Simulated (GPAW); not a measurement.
Runs of GPAW 26.7.0 on CdSe (Cadmoselite). It takes space group P6_3mc (No. 186, hexagonal). Conventional cell: a = 4.300 Å, b = 4.300 Å, c = 7.020 Å, α = 90.00°, β = 90.00°, γ = 120.00°. Cd (site symmetry 3m) has 4 Se at 2.61 to 2.70 Å as nearest neighbours. Se (site symmetry 3m) has 4 Cd at 2.61 to 2.70 Å as nearest neighbours. 

```tsv
task	level	potentials or basis	spin	cell	band path	band points	spin axis theta (degrees)	spin axis phi (degrees)	optimizer	gap on the mesh (eV)	pressure (GPa)	largest force (eV/Å)
band structure	vdW-DF2	GPAW PAW data sets (gpaw-data 1.2.1), pw	SOC, no magnetisation	as given	GMKGALHA,LM,KH	80	0	0	-	(a)	-	0.34
band structure	r2SCAN	GPAW PAW data sets (gpaw-data 1.2.1), pw	SOC, no magnetisation	as given	GMKGALHA,LM,KH	80	0	0	-	1.05	1.5	0.28
relaxation of cell and atoms	BP86	PAW data sets generated in the run's folder for this functional, pw	off	relaxed to 1 GPa	-	-	-	-	BFGS	0.51	1.0	-
band structure	LDA	the program's PAW data sets (release 1.2.1) made for this functional, pw	SOC, no magnetisation	as given	GMKGALHA,LM,KH	60	54.7	45	-	0.29	-2.0	0.26
band structure	RPBE	the program's PAW data sets (release 1.2.1) made for this functional, pw	SOC, no magnetisation	as given	GMKGALHA,LM,KH	80	90	45	-	0.75	4.8	(b)
single point	TB-mBJ	GPAW PAW data sets for LDA (gpaw-data 1.2.1), pw	off	as given	-	-	-	-	-	2.02	-	-
relaxation of cell and atoms	MS2	GPAW PAW data sets (gpaw-data 1.2.1), pw	off	relaxed to 5 GPa	-	-	-	-	BFGS	1.13	5.0	-
relaxation of cell and atoms	revTPSS+D3	GPAW PAW data sets (gpaw-data 1.2.1), pw	off	relaxed to -2 GPa	-	-	-	-	BFGS	(c)	-2.1	0.05
```

Alike in all rows: k mesh 5 × 5 × 3; cutoff (eV) 600; smearing fermi-dirac 0.05 eV.

Problem. Estimate the missing entries.

Solution. (a) 0.37; (b) 0.29; (c) 0.88.

Caveats: the PAW data sets were made with another functional, which shifts forces and pressure a little (some runs); spin-orbit coupling was added after a scalar SCF, so levels and gaps hold it while energy, forces, pressure and moments don't (some runs); this program's spin-orbit splittings come out too wide for heavy elements (some runs); later steps reuse the first step's grids (some runs); a model potential gives levels but no total energy (some runs).

A k mesh can miss the band edges, and rows without SOC leave out spin-orbit coupling on Cd, Se.

Runs at the PBE level aren't shown here.
